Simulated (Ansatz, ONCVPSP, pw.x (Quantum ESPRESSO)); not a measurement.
# pw.x on sc Pt: one setting changed

Potential: optimised norm-conserving Vanderbilt (ONCV), ONCVPSP 4.0.1.1 (patched build), PBE; core [Kr] 4d10 4f14, reference 5s2 5p6 5d9 6s1; waves: 5s+6s: rc 1.70 bohr, ncon 5, nbas 9, qcut 8.5 1/bohr, 2 projectors; 5p: rc 1.85 bohr, ncon 3, nbas 8, qcut 6.2 1/bohr, 3 projectors, debl 2.2 Ha; 5d: rc 2.30 bohr, ncon 5, nbas 10, qcut 6.8 1/bohr, 2 projectors, debl 0.5 Ha; local part: polynomial inside 1.40 bohr (lpopt 4, dvloc0 4 Ha); core correction: Teter function, fcfact 3.25, rcfact 1.4.

The reference run (k-mesh 12³, cutoffs 70/280 Ry, Fermi–Dirac 0.01 Ry, mixing_beta 0.4, conv_thr 1e-9, no spin) gives -1.43 GPa at 18.193 Å³/atom, where all-electron LAPW gives -0.80 GPa. This run, with its own iteration cap, changes smearing to mp.

```
&control
  calculation='scf', prefix='x', pseudo_dir='./', outdir='./tmp', tstress=.true., disk_io='none'
/
&system
  ibrav=0, nat=1, ntyp=1, ecutwfc=70, ecutrho=280, nbnd=17,
  occupations='smearing', smearing='mp', degauss=0.01
/
&electrons
  conv_thr=1e-09, mixing_beta=0.4, electron_maxstep=50
/
ATOMIC_SPECIES
Pt 1.0 Pt.UPF
CELL_PARAMETERS angstrom
  2.63007484 0.00000000 0.00000000
  0.00000000 2.63007484 0.00000000
  0.00000000 0.00000000 2.63007484
ATOMIC_POSITIONS crystal
Pt 0.0000 0.0000 0.0000
K_POINTS automatic
12 12 12 0 0 0
```

```bash
pw.x < Pt.scf.in > Pt.scf.out
```

Q: How does the run end?

A: It converges in 8 iterations; the free energy moves by +40.7 meV/atom and the pressure by -0.50 GPa. This scheme is built to cancel the term in the square of the width that Fermi–Dirac smearing leaves in the F of a metal.

```
Message from routine setup:
     using ibrav=0 with symmetry is DISCOURAGED, use correct ibrav instead
     lattice parameter (alat)  =       4.9701  a.u.
     unit-cell volume          =     122.7724 (a.u.)^3
     number of electrons       =        18.00
     number of Kohn-Sham states=           17
     kinetic-energy cutoff     =      70.0000  Ry
     charge density cutoff     =     280.0000  Ry
     scf convergence threshold =      1.0E-09
     Exchange-correlation= PBE
     number of k points=    84  Methfessel-Paxton smearing, width (Ry)=  0.0100
     iteration #  1     ecut=    70.00 Ry     beta= 0.40
     total energy              =    -253.17635936 Ry
     estimated scf accuracy    <       0.07722056 Ry
     iteration #  2     ecut=    70.00 Ry     beta= 0.40
     total energy              =    -253.18981635 Ry
     estimated scf accuracy    <       0.00172051 Ry
     iteration #  3     ecut=    70.00 Ry     beta= 0.40
     total energy              =    -253.18982552 Ry
     estimated scf accuracy    <       0.00060016 Ry
     iteration #  4     ecut=    70.00 Ry     beta= 0.40
     total energy              =    -253.18986287 Ry
     estimated scf accuracy    <       0.00001089 Ry
     iteration #  5     ecut=    70.00 Ry     beta= 0.40
     total energy              =    -253.18986296 Ry
     estimated scf accuracy    <       0.00000323 Ry
     iteration #  6     ecut=    70.00 Ry     beta= 0.40
     total energy              =    -253.18986340 Ry
     estimated scf accuracy    <       0.00000020 Ry
     iteration #  7     ecut=    70.00 Ry     beta= 0.40
     total energy              =    -253.18986341 Ry
     estimated scf accuracy    <       0.00000002 Ry
     iteration #  8     ecut=    70.00 Ry     beta= 0.40
     the Fermi energy is    18.2116 ev
!    total energy              =    -253.18986342 Ry
     estimated scf accuracy    <          8.3E-10 Ry
     smearing contrib. (-TS)   =      -0.00000527 Ry
     The total energy is F=E-TS. E is the sum of the following terms:
     one-electron contribution =     -77.47606995 Ry
     hartree contribution      =      47.52955660 Ry
     xc contribution           =     -38.28117619 Ry
     ewald contribution        =    -184.96216861 Ry
     convergence has been achieved in   8 iterations
          total   stress  (Ry/bohr**3)                   (kbar)     P=      -19.23
     Message from routine punch:
     Nothing written, as per user request (disk_io='none')
```

The run took about 34 s on one core of a shared host (Neoverse-N1, 64 threads, 124 GiB, load 54).
